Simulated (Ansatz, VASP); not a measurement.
# TiC in VASP and in Ansatz

```xyz
2
Lattice="0.0000 2.1735 2.1735 2.1735 0.0000 2.1735 2.1735 2.1735 0.0000" Properties=species:S:1:pos:R:3 pbc="T T T"
Ti    0.0000    0.0000    0.0000
C     2.1735    2.1735    2.1735
```

Alike in both runs: task relaxation of cell and atoms; functional PBE; k mesh 16 × 16 × 16; occupations gaussian, width 0.1 eV; no spin polarisation.

|  | VASP | Ansatz |
| --- | --- | --- |
| version | VASP 6.6.1 | Ansatz 0.2.0 |
| potentials or method | VASP PAW PBE potentials, release 64 (Ti_sv, C) | scalar-relativistic, plane waves, PAW |
| plane-wave cutoff (eV) | 600 | 420 |
| valence electrons in the cell | 16 | 16 |

|  | VASP | Ansatz | Ansatz less VASP |
| --- | --- | --- | --- |
| gap on the k mesh at the Fermi level, each at its own relaxed structure (eV) | none | none | - |
| relaxed volume (Å³/atom) | 10.17 | 10.17 | -0.004 |
| relaxed cell length with the largest relative difference (Å) | 3.064 | 3.064 | -0.0004 |

A gap of «none» marks a metal or a gap that the smearing closes.
